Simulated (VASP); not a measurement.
The system is MgO.

```
Mg O
1.0
     0.00000    2.09700    2.09700
     2.09700    0.00000    2.09700
     2.09700    2.09700    0.00000
Mg O
1 1
Direct
  0.00000 0.00000 0.00000
  0.50000 0.50000 0.50000
```

The cell is a database's computed one.

Program: VASP 6.6.1. Alike in all runs: cell as given.

Q: Order these runs on this cell by their band gap on the k mesh, lowest first.
A. level B3LYP+TS; potentials or basis VASP PAW PBE potentials, release 64 (Mg, O_s); spin non-collinear, zero start; k mesh 6 × 6 × 6; cutoff (eV) 400; smearing tetrahedron; grid for exact exchange (PRECFOCK) Fast; exchange at q = 0 truncated; mesh quality coarse
B. level LDA; potentials or basis VASP PAW LDA potentials, release 64 (Mg, O); spin off; k mesh 11 × 11 × 11; cutoff (eV) 520; smearing gaussian 0.02 eV; mesh quality not flagged
C. level HSE06; potentials or basis VASP PAW PBE potentials, release 64 (Mg, O); spin off; k mesh 8 × 8 × 8; cutoff (eV) 520; smearing gaussian 0.02 eV; ladder free; grid for exact exchange (PRECFOCK) Fast; screening parameter 0.2 1/A; mesh quality not flagged
D. level TB-mBJ; potentials or basis VASP PAW PBE potentials, release 64 (Mg, O); spin off; k mesh 12 × 12 × 12; cutoff (eV) 520; smearing gaussian 0.02 eV; ladder free; mesh quality not flagged
E. level PBE0; potentials or basis VASP PAW PBE potentials, release 64 (Mg, O); spin off; k mesh 8 × 8 × 8; cutoff (eV) 520; smearing gaussian 0.02 eV; ladder free; grid for exact exchange (PRECFOCK) Fast; exchange at q = 0 truncated; mesh quality not flagged

A: B (4.78 eV), C (6.60 eV), D (6.90 eV), A (7.11 eV), E (7.32 eV).

Caveats: some runs use coarse meshes; an odd mesh through Γ misses points on the zone boundary, where band edges often lie (some runs).

Not every run made on this cell is shown here.
